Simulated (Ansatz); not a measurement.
## Cs: enthalpies of structure types against pressure

All-electron LAPW in Ansatz 0.2.0 under PBE, scalar-relativistic, energies extrapolated to zero smearing. Each structure type was compressed from its own relaxed volume, symmetry kept and shape relaxed on PAW files, and E(V) was fitted to energies and pressures; H = E + pV has no temperature or zero-point term. Only these types were tried: diamond (Fd-3m, 6×6×6 mesh, 186.64 Å³/atom at rest); dhcp (P6_3/mmc, 7×7×2 mesh, 116.55 Å³/atom at rest); omega (P6/mmm, 4×4×6 mesh, 118.29 Å³/atom at rest); hcp (P6_3/mmc, 8×8×5 mesh, 116.55 Å³/atom at rest); sc (Pm-3m, 8×8×8 mesh, 125.87 Å³/atom at rest); beta tin (I4_1/amd, 9×9×9 mesh, 122.67 Å³/atom at rest); bcc (Im-3m, 9×9×9 mesh, 116.55 Å³/atom at rest); simple hexagonal (P6/mmm, 8×8×8 mesh, 121.21 Å³/atom at rest). Spin polarisation is left out. Spin–orbit coupling is left out; Fermi–Dirac smearing is 0.05 to 0.1 eV. Enthalpies carry a few meV/atom of noise from meshes and fits.

**Question.** Which type is lowest at zero pressure, and what follows up to 1.9 GPa?

**Answer.** The lowest types lie within 5 meV/atom of each other over much of the range, too close to call on these meshes: bcc and dhcp compete. Enthalpies against bcc:

| p (GPa) | diamond (meV/atom) | dhcp (meV/atom) | omega (meV/atom) | hcp (meV/atom) | sc (meV/atom) | beta tin (meV/atom) | bcc (meV/atom) | simple hexagonal (meV/atom) |
| --- | --- | --- | --- | --- | --- | --- | --- | --- |
| 0 | 255 | 0 | 9 | 4 | 94 | 58 | 0 | 54 |
| 0.058 | 279 | 0 | 10 | 4 | 97 | 60 | 0 | 56 |
| 0.15 | 311 | 1 | 10 | 5 | 103 | 63 | 0 | 59 |
| 0.29 | 349 | 0 | 11 | 5 | 110 | 67 | 0 | 62 |
| 0.58 | 404 | -1 | 11 | 6 | 122 | 73 | 0 | 69 |
| 0.96 | 437 | -2 | 12 | 7 | 132 | 80 | 0 | 76 |
| 1.4 | 452 | -2 | 11 | 7 | 134 | 87 | 0 | 80 |
| 1.8 | 459 | -3 | 10 | 5 | 128 | 92 | 0 | 80 |
